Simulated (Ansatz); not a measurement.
A relaxation computed with Ansatz, from input to last step.

```yaml
crystal:
  lattice:
    - [2.8340327103, 0.0, 0.0]
    - [-1.4170163551, 2.4543443223, 0.0]
    - [0.0, 0.0, 4.6279474458]
  atoms:
    - { symbol: Li, position: [0.0, 0.0, 0.0] }
    - { symbol: F, position: [0.3333333333, 0.6666666667, 0.25] }
    - { symbol: Li, position: [0.0, 0.0, 0.5] }
    - { symbol: F, position: [0.6666666667, 0.3333333333, 0.75] }
basis:
  ecutwfc: 420
kpoints:
  mp_grid: { grid: [9, 9, 6] }
hamiltonian:
  xc: pbesol
scf:
  occupations: { method: gaussian, width: 0.02 }
output:
  forces: true
  stress: true
  eigenvalues: true
  populations: true
  write_density: true
  write_potential: true
  elf: true
  volumetric_format: npy
relax:
  adjacent_minimum: "off"
  f_tol: 0.01
  max_steps: 45
  cell: { stress_tol: 0.05 }
```

```bash
ansatz run input.yaml --threads 1 --pin off --max-ram 2560MiB --backend cpu --events-out ev --progress --plain --runs-dir out
```

These are results of DFT PBEsol, scalar-relativistic, plane waves, PAW (Ansatz), not measurements.

Of 8 frames 8 are shown, positions in Å and forces in eV/Å; the SCF threshold varies from step to step. Steps run on the plane waves of an earlier cell, with a Pulay correction in the pressure. The basis is chosen afresh for the last frame, the zero of the energies, and can be on the way; energy and pressure step there, also at an unchanged geometry.

```xyz
4
Lattice="2.8340 0.0000 0.0000 -1.4170 2.4543 0.0000 0.0000 0.0000 4.6279" Properties=species:S:1:pos:R:3:forces:R:3 pbc="T T T" step=1 free_energy_over_end_meV_per_atom=9.42 pressure_GPa=0.45
Li    0.0000    0.0000    0.0000    0.0000    0.0000    0.0000
F     0.0000    1.6362    1.1570    0.0000    0.0000    0.0000
Li    0.0000    0.0000    2.3140    0.0000    0.0000    0.0000
F     1.4170    0.8181    3.4710    0.0000    0.0000    0.0000
4
Lattice="2.7882 0.0000 0.0000 -1.3941 2.4146 0.0000 0.0000 0.0000 4.7681" Properties=species:S:1:pos:R:3:forces:R:3 pbc="T T T" step=2 free_energy_over_end_meV_per_atom=0.72 pressure_GPa=0.51
Li    0.0000    0.0000    0.0000    0.0000    0.0000    0.0000
F     0.0000    1.6098    1.1920    0.0000    0.0000    0.0000
Li    0.0000    0.0000    2.3840    0.0000    0.0000    0.0000
F     1.3941    0.8049    3.5761    0.0000    0.0000    0.0000
4
Lattice="2.7846 0.0000 0.0000 -1.3923 2.4116 0.0000 0.0000 0.0000 4.7879" Properties=species:S:1:pos:R:3:forces:R:3 pbc="T T T" step=3 free_energy_over_end_meV_per_atom=0.65 pressure_GPa=0.35
Li    0.0000    0.0000    0.0000    0.0000    0.0000    0.0000
F     0.0000    1.6077    1.1970    0.0000    0.0000    0.0000
Li    0.0000    0.0000    2.3939    0.0000    0.0000    0.0000
F     1.3923    0.8039    3.5909    0.0000    0.0000    0.0000
4
Lattice="2.7881 0.0000 0.0000 -1.3941 2.4146 0.0000 0.0000 0.0000 4.7943" Properties=species:S:1:pos:R:3:forces:R:3 pbc="T T T" step=4 free_energy_over_end_meV_per_atom=0.77 pressure_GPa=0.03
Li    0.0000    0.0000    0.0000    0.0000    0.0000    0.0000
F     0.0000    1.6097    1.1986    0.0000    0.0000    0.0000
Li    0.0000    0.0000    2.3971    0.0000    0.0000    0.0000
F     1.3941    0.8049    3.5957    0.0000    0.0000    0.0000
4
Lattice="2.7881 0.0000 0.0000 -1.3941 2.4146 0.0000 0.0000 0.0000 4.7943" Properties=species:S:1:pos:R:3:forces:R:3 pbc="T T T" step=5 free_energy_over_end_meV_per_atom=0.05 pressure_GPa=0.17
Li    0.0000    0.0000    0.0000    0.0000    0.0000    0.0000
F     0.0000    1.6097    1.1986    0.0000    0.0000    0.0000
Li    0.0000    0.0000    2.3971    0.0000    0.0000    0.0000
F     1.3941    0.8049    3.5957    0.0000    0.0000    0.0000
4
Lattice="2.7866 0.0000 0.0000 -1.3933 2.4133 0.0000 0.0000 0.0000 4.8082" Properties=species:S:1:pos:R:3:forces:R:3 pbc="T T T" step=6 free_energy_over_end_meV_per_atom=0.07 pressure_GPa=0.03
Li    0.0000    0.0000    0.0000    0.0000    0.0000    0.0000
F     0.0000    1.6088    1.2021    0.0000    0.0000    0.0000
Li    0.0000    0.0000    2.4041    0.0000    0.0000    0.0000
F     1.3933    0.8044    3.6062    0.0000    0.0000    0.0000
4
Lattice="2.7868 0.0000 0.0000 -1.3934 2.4135 0.0000 0.0000 0.0000 4.8094" Properties=species:S:1:pos:R:3:forces:R:3 pbc="T T T" step=7 free_energy_over_end_meV_per_atom=0.08 pressure_GPa=0.00
Li    0.0000    0.0000    0.0000    0.0000    0.0000    0.0000
F     0.0000    1.6090    1.2023    0.0000    0.0000    0.0000
Li    0.0000    0.0000    2.4047    0.0000    0.0000    0.0000
F     1.3934    0.8045    3.6070    0.0000    0.0000    0.0000
4
Lattice="2.7868 0.0000 0.0000 -1.3934 2.4135 0.0000 0.0000 0.0000 4.8094" Properties=species:S:1:pos:R:3:forces:R:3 pbc="T T T" step=8 free_energy_over_end_meV_per_atom=0.00 pressure_GPa=0.01
Li    0.0000    0.0000    0.0000    0.0000    0.0000    0.0000
F     0.0000    1.6090    1.2023    0.0000    0.0000    0.0000
Li    0.0000    0.0000    2.4047    0.0000    0.0000    0.0000
F     1.3934    0.8045    3.6070    0.0000    0.0000    0.0000
```

The run took 9.3 s on 1 thread of Intel(R) Xeon(R) Platinum 8375C CPU @ 2.90GHz (Ice Lake), on a shared host, peak memory 0.38 GiB.